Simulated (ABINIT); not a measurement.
Wanted: the native input for an ABINIT 10.8.3 (patched build) run.

```
Task                                            : single point
Functional                                      : PBE
Potentials or basis                             : JTH PAW PBE v2.0
Cutoff                                          : 707 eV
k mesh                                          : 10 × 10 × 5
Occupations                                     : fermi-dirac, width 0.05 eV
Spin                                            : no spin polarisation
Fine-grid cutoff                                : 1306.15 eV
Exchange and correlation inside the PAW spheres : full angular mesh (pawxcdev 0, this build's default; the released program takes 1)
```

Crystal: CuO (Tenorite).

```
CELL_PARAMETERS angstrom
2.34185 -1.71130 0.00000
2.34185 1.71130 0.00000
-0.85003 0.00000 5.05787
ATOMIC_POSITIONS crystal
Cu 0.50631 0.99109 0.50005
Cu 0.99695 0.51187 0.00777
O 0.41258 0.58217 0.75430
O 0.57936 0.40935 0.25162
```

The cell isn't the ideal one: atoms moved at random, drawn with an rms of 0.05 Å.

The input as run:

run.abi

```
# Pseudopotentials
pp_dirpath "./"
pseudos "Cu.GGA_PBE-JTH.xml, O.GGA_PBE-JTH.xml"

# Structure
acell 5.4811209356 5.4811209356 9.692027348
rprim
     0.8073996500    -0.5900049196     0.0000000000
     0.8073996500     0.5900049196     0.0000000000
    -0.1657361228     0.0000000000     0.9861701362
ntypat 2
znucl 29 8
natom 4
typat 1 1 2 2
xred
     0.5063060000    -0.0089130000     0.5000460000
    -0.0030500000     0.5118650000     0.0077660000
     0.4125810000     0.5821750000     0.7543040000
     0.5793590000     0.4093460000     0.2516240000
chkprim 0
chksymtnons 0
tolsym 1.0e-6

# Plane-wave basis
ecut 26.0
pawecutdg 48.0

# k points
kptopt 1
ngkpt 10 10 5
nshiftk 1
shiftk 0.0 0.0 0.0

# Exchange and correlation
ixc 11

# Bands and occupations
nband 30
occopt 3
tsmear 0.00183747

# SCF cycle
nstep 100
tolvrs 1.0e-9

# Output
iomode 3
prtwf 0
prtden 0
prteig 0
prtebands 0
```

Potentials or basis: JTH PAW PBE v2.0.

Launch:

```sh
$ abinit run.abi > log 2>&1
```

It gave:

```json
{
  "Pressure": "5.3 GPa",
  "Largest force": "0.430 eV/Å",
  "Band gap on the k mesh": "none (metal or under the smearing width)",
  "Valence electrons inside the program's atomic spheres": "Cu 17.31; O 4.50, 4.52"
}
```

Caveat: the run has no spin polarisation, though such a crystal can be magnetic; semilocal functionals often make such compounds metallic where correlation or magnetic order opens a gap, which also shifts bond lengths.

It took 12 min on 1 thread of Arm Neoverse V2, with other jobs on the host, peak memory 0.43 GiB.
